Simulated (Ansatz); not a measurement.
**Hf$_{2}$S under pressure**

Theory: DFT PBEsol, scalar-relativistic, plane waves, PAW in Ansatz. Plane waves to 420 eV; Γ-centred k mesh 12×12×4; Fermi-Dirac smearing of 0.15 eV. No spin polarisation. Phonons by linear response, acoustic sum rule imposed.

The cell, relaxed at this level:
```
Hf S
1.0
     3.34021    0.00000    0.00000
    -1.67010    2.89271    0.00000
     0.00000    0.00000   11.70887
Hf S
4 2
Direct
  0.66667 0.33333 0.89872
  0.33333 0.66667 0.39872
  0.66667 0.33333 0.60128
  0.33333 0.66667 0.10128
  0.00000 0.00000 0.75000
  0.00000 0.00000 0.25000
```

In a metal, frequencies and elastic constants depend on the k mesh and the smearing, soft modes and shear constants most. Spin–orbit coupling is left out, which matters for heavy elements. A semilocal functional can close a gap that the real compound has.

Problem. The cell is relaxed again at 8 GPa. How do volume, gap and optical modes at Γ (cm⁻¹, counted from the lowest optical one; a degenerate one stands once) change?

Solution.
```tsv
	0 GPa	8 GPa
V/V0	1.000	0.950
gap (eV)	0.00	0.00
mode 1	74	75
mode 3	82	88
mode 5	110	117
mode 7	116	124
mode 8	133	141
mode 9	151	164
mode 10	265	285
mode 12	272	291
mode 14	322	351
mode 15	322	352
```